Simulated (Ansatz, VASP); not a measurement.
**Mg in VASP and in Ansatz**

```
Mg
1.0
    -1.41038    1.41038    1.41038
     1.41038   -1.41038    1.41038
     1.41038    1.41038   -1.41038
Mg
1
Direct
  0.00000 0.00000 0.00000
```

Change from the starting cell: volume scaled by 0.52, PAW files.

Alike in both runs: task single point; functional LDA; k mesh 15 × 15 × 15; occupations fermi-dirac, width 0.08 eV; no spin polarisation.

|  | VASP | Ansatz |
| --- | --- | --- |
| version | VASP 6.6.1 | Ansatz 0.2.0 |
| potentials or method | VASP PAW LDA potentials, release 64 (Mg) | PAW with Ansatz's default frozen-core files, scalar-relativistic |
| plane-wave cutoff (eV) | 520 | 420 |
| valence electrons in the cell | 2 | 10 |

VASP gave:

```
pressure (GPa) : 93.1
```

Problem. What did Ansatz give for the same quantities?

Solution. Pressure (GPa): 91.6.

The two sets of potentials don't hold the same shells in valence.

Caveats: the cell as given lies far from equilibrium; so large a pressure means that the cell lies far from this level's equilibrium, or that cutoff or potentials fall short (VASP).
